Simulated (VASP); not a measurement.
# BN (Qingsongite): zone-centre modes, functional by functional, part 3 of 3

How much do the zone-centre frequencies of BN (Qingsongite) depend on the functional? The starting structure is a measured crystal structure from the Crystallography Open Database.

VASP 6.6.1.

Results so far: LDA T2 1067.2 cm⁻¹; LDA at the measured cell T2 1033.3 cm⁻¹; PBEsol T2 1050.7 cm⁻¹; PBE T2 1030.7 cm⁻¹; PBEsol + D3(BJ) T2 1063.8 cm⁻¹; r2SCAN T2 1040.9 cm⁻¹.

### Step 8. Modes with r2SCAN + rVV10

Level of this step: r2SCAN with rVV10; plane waves and PAW (N, B) (VASP).

rVV10 adds a nonlocal correlation energy for dispersion. The cell comes from a relaxation at this level, not shown (11.76 Å³).

INCAR

```
SYSTEM = BN
PREC = Accurate
ENCUT = 520
EDIFF = 1E-08
NELM = 100
ISMEAR = 0
SIGMA = 0.03
LREAL = .FALSE.
ALGO = Normal
METAGGA = R2SCAN
LUSE_VDW = .TRUE.
IVDW_NL = 2
BPARAM = 11.95
CPARAM = 0.0093
LASPH = .TRUE.
NBANDS = 10
LORBIT = 11
LWAVE = .FALSE.
LCHARG = .FALSE.
KPAR = 8
IBRION = 6
NFREE = 2
POTIM = 0.015
NSW = 1
ISIF = 2
```

POSCAR

```
BN
1.0
    0.0000000000      1.8051735684      1.8051735684
    1.8051735684      0.0000000000      1.8051735684
    1.8051735684      1.8051735684      0.0000000000
N B
1 1
Direct
    0.7500000000      0.7500000000      0.7500000000
    0.0000000000      0.0000000000      0.0000000000
```

KPOINTS

```
Automatic mesh
0
Gamma
14 14 14
0 0 0
```

Potentials, in the order of the species: N and B (PBE family, release 64).

Command:

```console
mpirun -np 8 vasp_std
```

What it wrote:

```text
[banner, memory and clock lines left out]
running    8 mpi-ranks, on    1 nodes
[...]
[... a notice as in an earlier step ...]

|                                                                             |
|               ----> ADVICE to this user running VASP <----                  |
|                                                                             |
|     You have switched on vdW-DFT.                                           |
|     This routine was written and supplied by Jiri Klimes. We recommend      |
|     that you carefully read and cite the following publications:            |
|       J. Klimes, D.R. Bowler, A. Michelides                                 |
|          J. Phys.: Cond Matt. 22 022201 (2010)                              |
|       J. Klimes, D.R. Bowler, A. Michelides                                 |
|          Phys. Rev. B. 83, 195131 (2011)                                    |
|     and references therein.                                                 |
[...]
Total rVV10 correction in eV:      0.0990496     8.1610038
Total rVV10 correction in eV:      0.0990496     8.1610038
Total rVV10 correction in eV:      0.0990496     8.1610038
Total rVV10 correction in eV:      0.0990496     8.1610038
Total rVV10 correction in eV:      0.0990496     8.1610038
Total rVV10 correction in eV:      0.0990496     8.1610038
Total rVV10 correction in eV:      0.0990496     8.1610038
Total rVV10 correction in eV:      0.0990496     8.1610038
Total rVV10 correction in eV:      0.0990496     8.1610038
Total rVV10 correction in eV:      0.0990496     8.1610038
Total rVV10 correction in eV:      0.0990496     8.1610038
Total rVV10 correction in eV:      0.0990496     8.1610038
Total rVV10 correction in eV:      0.0990496     8.1610038
Total rVV10 correction in eV:      0.0990496     8.1610038
   1 F= -.19072355E+02 E0= -.19072355E+02  d E =-.916587E-23
[... from here on, the cycles between the ionic steps are left out ...]
   2 F= -.19069604E+02 E0= -.19069604E+02  d E =-.213574E-31
   3 F= -.19069604E+02 E0= -.19069604E+02  d E =-.212637E-31
   4 F= -.19069603E+02 E0= -.19069603E+02  d E =-.213629E-31
   5 F= -.19069603E+02 E0= -.19069603E+02  d E =-.213727E-31
 Finite differences progress:
  Degree of freedom:   2/  2
  Displacement:        2/  2
  Total:               4/  4
```

It took 2.4 min on 8 MPI ranks of AMD EPYC 7R43, shared host; peak memory 1.7 GiB.

OUTCAR, selected parts (step 8):

```text
  Total        0.0038750      0.0060480      0.0060480      0.0000000      0.0173660      0.0000000
  in kB        0.5277075      0.8236363      0.8236363      0.0000000      2.3649648      0.0000000
  external PRESSURE =       0.7249933 kB  Pullay stress =       0.0000000 kB

 POSITION                                       TOTAL-FORCE (eV/Angst)
 -----------------------------------------------------------------------------------
      2.70776      2.70776      2.70776        -0.366871      0.000000      0.000000
     -0.01500      0.00000      0.00000         0.366871     -0.000000     -0.000000
 -----------------------------------------------------------------------------------
    total drift:                                0.000060     -0.000001     -0.000001

  FREE ENERGIE OF THE ION-ELECTRON SYSTEM (eV)
  ---------------------------------------------------
  free  energy   TOTEN  =       -19.0696031211 eV

  energy  without entropy=      -19.0696031211  energy(sigma->0) =      -19.06960312

[... 1 part as in an earlier step ...]

[... 2 further parts left out ...]
[key lines of the parts left out:]
E-fermi :   7.6652
```

With r2SCAN + rVV10 the mode is T2 1044.1 cm⁻¹, -23.1 cm⁻¹ from LDA.

### Step 9. Modes with AM05

AM05 is built from the electron gas and the surface model, and does well on lattice constants. The cell comes from a relaxation at this level, not shown (11.72 Å³).

INCAR

```
SYSTEM = BN
PREC = Accurate
ENCUT = 520
EDIFF = 1E-08
NELM = 100
ISMEAR = 0
SIGMA = 0.03
LREAL = .FALSE.
ALGO = Normal
GGA = AM
NBANDS = 10
LORBIT = 11
LWAVE = .FALSE.
LCHARG = .FALSE.
KPAR = 8
IBRION = 8
LEPSILON = .TRUE.
LPEAD = .TRUE.
ISIF = 2
```

POSCAR

```
BN
1.0
    0.0000000000      1.8028060057      1.8028060057
    1.8028060057      0.0000000000      1.8028060057
    1.8028060057      1.8028060057      0.0000000000
N B
1 1
Direct
    0.7500000000      0.7500000000      0.7500000000
    0.0000000000      0.0000000000      0.0000000000
```

KPOINTS is that of step 8.

Command:

```console
mpirun -np 8 vasp_std
```

What it wrote:

```text
[... set-up lines as in an earlier step ...]
 entering main loop
       N       E                     dE             d eps       ncg     rms          rms(c)
DAV:   1     0.902677829451E+01    0.90268E+01   -0.51525E+03  2170   0.801E+02
DAV:   2    -0.185153012401E+02   -0.27542E+02   -0.26533E+02  2568   0.170E+02
DAV:   3    -0.189902271787E+02   -0.47493E+00   -0.47404E+00  2436   0.194E+01
DAV:   4    -0.189909094719E+02   -0.68229E-03   -0.68227E-03  2266   0.753E-01
[...]
DAV:  11    -0.180856861929E+02   -0.48314E-05   -0.91475E-06  2460   0.258E-02    0.100E-02
DAV:  12    -0.180856861199E+02    0.72979E-07   -0.18791E-06  2324   0.994E-03    0.458E-04
DAV:  13    -0.180856861181E+02    0.17454E-08   -0.24248E-08  2270   0.167E-03
   1 F= -.18085686E+02 E0= -.18085686E+02  d E =-.237905E-27
 Linear response reoptimize wavefunctions to high precision
DAV:   1    -0.180856861323E+02   -0.14203E-07   -0.27323E-09  2282   0.469E-04
DAV:   2    -0.180856861323E+02    0.30468E-10   -0.14082E-11  1228   0.460E-05
 Linear response to external field (no local field effect), progress :
[...]
RMM:  10    -0.229233426939E+00   -0.75079E-08   -0.11938E-08 13453   0.872E-06    0.911E-07
 first order change of Fermi-energy   0.15843E-03
 force on displaced ion       1 direction 1 : -25.045  -0.000  -0.000
 Born effective charge ion    1 direction 1 :  -1.885   0.000   0.000
 Linear response progress:
  Degree of freedom:   2/  2
       N       E                     dE             d eps       ncg     rms          rms(c)
RMM:   1    -0.407795505750E-01   -0.40780E-01   -0.23304E-02 21471   0.138E+00
RMM:   2    -0.357169233119E-01    0.50626E-02   -0.64212E-05 13179   0.293E-01    0.139E-01
RMM:   3    -0.357352806575E-01   -0.18357E-04    0.78085E-05 13765   0.734E-02    0.781E-02
RMM:   4    -0.359693294153E-01   -0.23405E-03    0.12332E-05 13758   0.838E-02    0.769E-03
[...]
RMM:   9    -0.359589972694E-01    0.48855E-07   -0.17273E-07 14872   0.141E-05    0.201E-06
RMM:  10    -0.359589957681E-01    0.15012E-08   -0.15635E-07 12814   0.562E-06    0.326E-07
RMM:  11    -0.359589959279E-01   -0.15972E-09   -0.16104E-07  8171   0.398E-06    0.623E-08
 first order change of Fermi-energy  -0.29333E-05
 force on displaced ion       2 direction 1 : -25.048   0.000   0.000
 Born effective charge ion    2 direction 1 :   1.884   0.000   0.000
 Born effective charges drift removed
 Linear response finished
```

Elapsed: 61 s, on 8 MPI ranks; peak memory 2.1 GiB.

OUTCAR, selected parts (step 9):

```text
  Total        0.0005022      0.0005022      0.0005022      0.0000000      0.0000000      0.0000000
  in kB        0.0686592      0.0686592      0.0686592      0.0000000      0.0000000      0.0000000
  external PRESSURE =       0.0686592 kB  Pullay stress =       0.0000000 kB

 POSITION                                       TOTAL-FORCE (eV/Angst)
 -----------------------------------------------------------------------------------
      2.70421      2.70421      2.70421         0.000000      0.000000      0.000000
      0.00000      0.00000      0.00000        -0.000000     -0.000000     -0.000000
 -----------------------------------------------------------------------------------
    total drift:                               -0.000000     -0.000000     -0.000000

 MACROSCOPIC STATIC DIELECTRIC TENSOR (including local field effects in DFT)
 ------------------------------------------------------
           4.601138     0.000000    -0.000000
           0.000000     4.601138    -0.000000
           0.000000     0.000000     4.601138
 ------------------------------------------------------

 MACROSCOPIC STATIC DIELECTRIC TENSOR IONIC CONTRIBUTION
 ------------------------------------------------------
           2.189704    -0.000000     0.000000
          -0.000000     2.189704     0.000000
           0.000000     0.000000     2.189704
 ------------------------------------------------------

[... 1 part as in an earlier step ...]

[... 1 further part left out ...]
```

With AM05 the mode is T2 1056.6 cm⁻¹, -10.6 cm⁻¹ from LDA.

### Step 10. All runs side by side

```csv
run,T2,method,core minutes
LDA,1067.2,perturbation theory,6.67
LDA at the measured cell,1033.3,perturbation theory,6.53
PBEsol,1050.7,perturbation theory,8.27
PBE,1030.7,perturbation theory,9.47
PBEsol + D3(BJ),1063.8,finite displacements,2.67
r2SCAN,1040.9,finite displacements,13.9
r2SCAN + rVV10,1044.1,finite displacements,19.2
AM05,1056.6,perturbation theory,8.13
```

Modes are in cm⁻¹, degenerate ones as one, matched between runs by symmetry and order. A number in brackets counts the listed modes of one symmetry from the lowest. The symmetry labels come from an automatic analysis and can be wrong where levels nearly coincide. Core minutes are wall time times ranks of the run shown, on a shared host.

### Step 11. What came out

- T2, LDA: 1067.2 cm⁻¹
- T2, LDA at the measured cell: 1033.3 cm⁻¹
- T2, PBEsol: 1050.7 cm⁻¹
- T2, PBE: 1030.7 cm⁻¹
- T2, PBEsol + D3(BJ): 1063.8 cm⁻¹
- T2, r2SCAN: 1040.9 cm⁻¹
- T2, r2SCAN + rVV10: 1044.1 cm⁻¹
- T2, AM05: 1056.6 cm⁻¹

**Reading.** On the cells relaxed at each level, the T2 mode of BN (Qingsongite) lies between 1031 cm⁻¹ (PBE) and 1067 cm⁻¹ (LDA). Taking the measured cell, +2.7 % in volume, instead of the one relaxed with LDA moves T2 by -33.9 cm⁻¹. Some levels use perturbation theory and the others finite displacements, so their times can't be compared. LASPH is on in some of these runs and off in others, which adds a little to the differences. The dielectric constants and Born charges in the logs aren't compared here; at a small gap they can be far off, and in a run without a gap they mean nothing. The frequencies are harmonic, and the splitting of polar modes by their long-range field is left out. Further runs on this material are not shown.

[Lines on the potential files, build, host, timing and source positions are cut from VASP's logs without a mark.]

[Logs are printed without paths, hosts, clocks, repeated set-up lines and the standing remarks that a program may print on its own settings, such as how far it seeks lower states.]

[Hosts, paths, dates, database ids (printed as entryN), source tags and the programs' standing remarks are cut or masked in the printed files.]
